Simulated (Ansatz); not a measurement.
## MnO under changes of volume

One of the cells (10.999 Å³/atom); the others are scaled copies at fixed shape and fractional positions:

```
Mn O
1.0
     0.00000    2.22391    2.22391
     2.22391    0.00000    2.22391
     2.22391    2.22391    0.00000
Mn O
1 1
Cartesian
  0.0000 0.0000 0.0000
  2.2239 2.2239 2.2239
```

The cell is a database's computed one.

| Item | Value |
| --- | --- |
| Program | Ansatz 0.2.0 |
| Functional | revPBE |
| Potentials or basis | Ansatz PAW |
| Cutoff | 420 eV (not typed: the program's choice for these potentials) |
| k mesh | 10 × 10 × 10 |
| Occupations | fermi-dirac, width 0.05 eV |
| Spin | collinear spin, ferromagnetic start |
| Starting moments | [4.0, 0.0] μB |

| volume (Å³/atom) | energy over the lowest point (meV/atom) | pressure (GPa) | moment (μB per cell) |
| --- | --- | --- | --- |
| 10.339 | 40.72 | 11.9 | 4.64 |
| 10.559 | ? | ? | ? |
| 10.779 | 13.14 | 7.2 | 4.79 |
| 10.999 | 5.22 | 4.2 | 4.81 |
| 11.219 | 1.24 | 1.8 | 4.85 |
| 11.439 | 0.00 | -0.2 | 4.89 |
| 11.659 | 1.27 | -2.1 | 4.93 |

Task: What does the run at 10.559 Å³/atom give?

Result: Energy over the lowest point 25.66 meV/atom; pressure 9.9 GPa; moment 4.74 μB per cell.

Worked out: A Birch-Murnaghan fit of order 3 (a polynomial in V^(-2/3)) to the other rows has its minimum at 11.43 Å³/atom with B0 = V·E''(V) = 98 GPa and B' = 6.4. It gives 24.62 meV/atom at 10.559 Å³/atom, against the run's 25.66, and -dE/dV = 10.0 GPa, against 9.9. A parabola through the other rows of the moment, of slope 0.276 μB per Å³/atom there, gives 4.71 μB, against the run's 4.74.

Energies are extrapolated to zero smearing.

Caveats: a cell with one magnetic atom can't hold antiferromagnetic order, which such compounds often take; the PAW data sets come from PBE, with cores solved anew for the run's functional, which leaves a small shift of forces and pressure.
